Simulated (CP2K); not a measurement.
The system is CuO.

```xyz
4
Lattice="2.8795 0.0000 0.0000 0.0391 2.8793 0.0000 0.0175 0.0172 5.1763" Properties=species:S:1:pos:R:3 pbc="T T T"
Cu    0.0195    1.4396    0.0000
Cu    1.4485    0.0086    2.5882
O     2.8881    0.0177    3.8817
O     0.0479    2.8788    1.2947
```

The cell comes from a database or a generator and needn't be the stable form of this composition.

Base run:

```yaml
Program: CP2K 2026.2
Functional: PBE
Potentials_or_basis: POTENTIAL_UZH Cu GTH-PBE-q11, O GTH-PBE-q6; TZVP-MOLOPT-PBE-GTH basis
Density_cutoff: 11565 eV
k_mesh: 9 × 9 × 5
Occupations: fermi-dirac, width 0.05 eV
Spin: no spin polarisation
```

Its results: band gap on the k mesh none (metal or under the smearing width); pressure 8.8 GPa; largest force 0.018 eV/Å.

**Question.** The run is repeated on the same cell with these changes: functional from PBE to LDA. What comes out?

**Answer.** Band gap on the k mesh none (metal or under the smearing width); pressure -2.9 GPa; largest force 0.019 eV/Å.

LDA binds more tightly than PBE, so the same cell stands under less pressure.

Caveats: the basis of atomic orbitals isn't converged, which shifts pressures, moduli and gaps; the run has no spin polarisation, though such a crystal can be magnetic; semilocal functionals often make such compounds metallic where correlation or magnetic order opens a gap, which also shifts bond lengths; the potentials were made for another functional, which shifts forces and pressure (some runs).
